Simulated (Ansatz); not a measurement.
# ZnSe (Stilleite) (F-43m) in Ansatz: single point with PBE

Aim: the single point of ZnSe (Stilleite) with PBE.

All numbers are computed with Ansatz 0.2.0; they aren't measurements. Logs are shortened: lines on timing, memory, paths and dates and some standing lists are left out, and cuts for length are marked.

**Measured values to compare with.**

From “Alloy Disordering Effects on the Thermal Conductivity and Energy Gap Temperature Dependence of Cd1−xZnxSe Ternary Crystals Grown by the Bridgman Method”, 2023, pmc:10253836, for a bulk crystal of ZnSe at 300 K: band gap 2.695 ± 0.003 eV (an exciton energy, a little under the gap).

The runs below are set against these values where they give the same quantity.

## 1. The crystal as given

Symmetry: F-43m, No. 216, cubic system. Conventional cell: a = 5.668 Å, b = 5.668 Å, c = 5.668 Å, α = 90.00°, β = 90.00°, γ = 90.00°. Around Se (site symmetry -43m) lie 4 Zn at 2.45 Å. Zn (site symmetry -43m) is surrounded by 4 Se at 2.45 Å.

## 2. Single point, PBE

File input.yaml:

```yaml
crystal:
  lattice:
    - [0.0, 2.8338, 2.8338]
    - [2.8338, 0.0, 2.8338]
    - [2.8338, 2.8338, 0.0]
  atoms:
    - { symbol: Se, position: [0.75, 0.75, 0.75] }
    - { symbol: Zn, position: [0.0, 0.0, 0.0] }
hamiltonian:
  xc: pbe
  pseudopotentials: { kind: paw }
kpoints:
  mp_grid: { grid: [8, 8, 8] }
scf:
  occupations: { method: gaussian, width: 0.024 }
output:
  forces: true
  stress: true
  eigenvalues: true
```

Potentials or basis: Ansatz PAW.

Launch:

```bash
ansatz run input.yaml --threads 2 --pin off --max-ram 5632MiB --backend cpu --events-out ev --progress --plain --runs-dir out
```

Log:

```text
Warning: RAYON_NUM_THREADS=2 ignored (pool sized by the plan → 2); use --threads N
Engine: ansatz 0.2.0, x86_64-unknown-linux-gnu
Pseudopotentials: kind: paw
Pseudopotential: Se, paw, valence charge 16, recommended cutoff 420 eV (normal), Se.paw.azcp
Pseudopotential: Zn, paw, valence charge 12, recommended cutoff 420 eV (normal), Zn.paw.azcp
Functional definition: PBE
  parameter kappa = 0.804
  parameter beta = 0.06672455060314922
  exchange = pbe_x(kappa = kappa, mu = beta*pi^2/3)
  correlation = pbe_c(beta = beta)
Crystal: 2 atoms, lattice volume = 45.513 Å³
Basis set: ecut = 420 eV, 893 PW (Γ), exchange–correlation on 54×54×54 points (8 copies of the dense FFT grid, shifted against one another)
Bands: 18, of which v1, the nominal top of the filled ones, is band 14 counted from 1 (13 counted from 0)
Symmetry: 24 space group operations
Space group: F-43m (ITA 216), of the structure as read, at distance tolerance 3.6e-5 Å
k-points: 29 of 512 (time reversal used)
Non-local potential: Se, projectors of the file, l = 0: 2, l = 1: 2, l = 2: 3, l = 3: 1
Non-local potential: Zn, projectors of the file, l = 0: 2, l = 1: 2, l = 2: 3, l = 3: 1
PAW form: soft (Blöchl's): semilocal exchange-correlation on the pseudo side does not see the compensation charge
PAW one-centre angular grid: Se, 590 points (default); XC on 64 Gauss nodes
PAW one-centre angular grid: Zn, 590 points (default); XC on 64 Gauss nodes
Initial density: superposition of atomic densities (neutral atoms: chi_scale 0, normalization atom), corrected by the library's trained network
Initial wavefunctions: pseudopotential atomic-orbital guess
Functional: x = pbe(κ = 0.804, μ = 0.2195149727645171), c = pbe(β = 0.06672455060314922)
SCF iter   1: F=—  HF=-8789.526368 eV  |F-HF|=—  |Δ(HF+E_count)|=         —  Δρ=7.92e-4  dr2=4.16e-4  ethr=1.77e-3  ⟨swp⟩=6.0  Hψ=2668  notcnv=0
preconditioner: auto → none  [insulator: Δε(μ)=1.281 eV  Ē_g=11.918 eV  σ=0.024 eV  W_gap=1.00  n_scr=14 (ndim 8)  ℏωp=23.4 eV  f_vac=0.121  D(μ)=0.00/eV (n_scr^D=0)  ε∞_Penn≈4.8]
SCF iter   2: F=—  HF=-8789.526240 eV  |F-HF|=—  |Δ(HF+E_count)|=   1.28e-4  Δρ=3.58e-4  dr2=3.20e-5  ethr=1.49e-6  ⟨swp⟩=2.0  Hψ=1226  notcnv=0
SCF iter   3: F=—  HF=-8789.526260 eV  |F-HF|=—  |Δ(HF+E_count)|=   1.99e-5  Δρ=1.70e-4  dr2=7.06e-6  ethr=1.14e-7  ⟨swp⟩=2.0  Hψ=821  notcnv=0
SCF iter   4: F=—  HF=-8789.526260 eV  |F-HF|=—  |Δ(HF+E_count)|=   1.51e-7  Δρ=7.71e-5  dr2=1.06e-6  ethr=2.52e-8  ⟨swp⟩=2.0  Hψ=754  notcnv=0
SCF iter   5: F=—  HF=-8789.526263 eV  |F-HF|=—  |Δ(HF+E_count)|=   3.55e-6  Δρ=1.71e-5  dr2=2.02e-7  ethr=3.77e-9  ⟨swp⟩=2.0  Hψ=928  notcnv=0
SCF iter   6: F=-8789.526263 eV  HF=-8789.526263 eV  |F-HF|=6.77e-9  |Δ(HF+E_count)|=   4.41e-9  Δρ=4.32e-6  dr2=7.38e-9  ethr=3.57e-10  ⟨swp⟩=5.7  Hψ=2444  notcnv=0
SCF 1 converged in 6 iterations: F = -8789.526263 eV  dr2 = 7.38e-9
SCF converged after 6 iterations
Free energy (F): -8789.526263 eV
Harris-Foulkes:  -8789.526263 eV  (|F-HF|=6.77e-9)
Internal energy: -8789.526263 eV  (E = F + TS)
E sigma→0 (E₀):  -8789.526263 eV
Fermi energy:    7.422785 eV
--- Per-component energies (eV) ---
  E_band       = -381.436616
  E_kinetic    = 250.143425
  E_local      = -4390.918484  (includes V_loc(G=0)·N_el)
  E_nonlocal   = 18.352556
  E_hartree    = 2034.686565
  E_xc         = -241.517744
  E_vxc        = -150.310806  (∫ρ·V_xc dr)
  E_paw        = -3739.328847  (= ΣΔE_a)
  E_vpaw       = -178.076108  (= ΣTr[D̂ρ^β])
  E_aug_tail   = -0.000889  (compensation charges beyond the density's cutoff)
  E_ewald      = -2720.942845
  E_smearing   = -0.000000  (= −TS)
  E_closure    = 0.000000  (closes the sum)
  Σ components = -8789.526263   (vs F -8789.526263, Δ=0.00e0)
--- Forces (eV/Å), atoms counted from 1 ---
  atom   1  Se     0.00000000     0.00000000    -0.00000000
  atom   2  Zn    -0.00000000     0.00000000    -0.00000000
  max |Σ_I F_I| component: 1.67e-16 eV/Å
--- Stress (GPa, compression-positive) ---
        2.103977       0.000000      -0.000000
       -0.000000       2.103977       0.000000
       -0.000000       0.000000       2.103977
  P = ⅓ Tr σ = 2.1040 GPa (21.040 kbar)
--- Band table (eV; the first three rows and the last of 29) ---
  k-point 0: bands = ["-40.0717", "-40.0717", "-40.0717", "-40.0673", "-40.0673", "-6.4838", "0.2398", "0.2398", "0.2398", "0.6112", "0.6112", "6.7785", "6.7785", "6.7785", "8.0666", "12.5892", "12.5892", "12.5892"]
  k-point 1: bands = ["-40.0717", "-40.0717", "-40.0717", "-40.0673", "-40.0673", "-6.3832", "0.2468", "0.2557", "0.2557", "0.6098", "0.6098", "5.4625", "6.6266", "6.6266", "9.0520", "12.5288", "12.8428", "12.8428"]
  k-point 2: bands = ["-40.0717", "-40.0716", "-40.0716", "-40.0673", "-40.0673", "-6.1218", "0.2906", "0.2906", "0.3021", "0.6112", "0.6112", "3.7350", "6.3020", "6.3020", "9.5268", "13.2210", "13.2210", "13.3433"]
  k-point 28: bands = ["-40.0717", "-40.0716", "-40.0714", "-40.0673", "-40.0672", "-5.4219", "0.3574", "0.4476", "0.5782", "0.5812", "0.9107", "2.0961", "4.0184", "4.1172", "12.2611", "12.3314", "13.7486", "14.4919"]
```

Wall time 1.4 s (2 threads of Intel Xeon at 2.70GHz, shared host); peak memory 0.35 GiB.

What came out:

| Property | Result |
| --- | --- |
| Free energy | -8789.5263 eV |
| Pressure | 2.1 GPa |
| Band gap on the k mesh | 1.29 eV, direct |

## 3. Against experiment

Step 2. A measured gap of ZnSe is 2.695 eV (an exciton energy, a little under the gap; 300 K; “Alloy Disordering Effects on the Thermal Conductivity and Energy Gap Temperature Dependence of Cd1−xZnxSe Ternary Crystals Grown by the Bridgman Method”, 2023, pmc:10253836); the calculated 1.29 eV misses it by -1.41 eV. So large a miss can be the level of theory's own, or it may mean another phase, state or a wrong row. Spin-orbit coupling on Se is left out. The value is that of PBE, without temperature or zero-point motion. Semilocal functionals fall short of measured gaps as a rule.
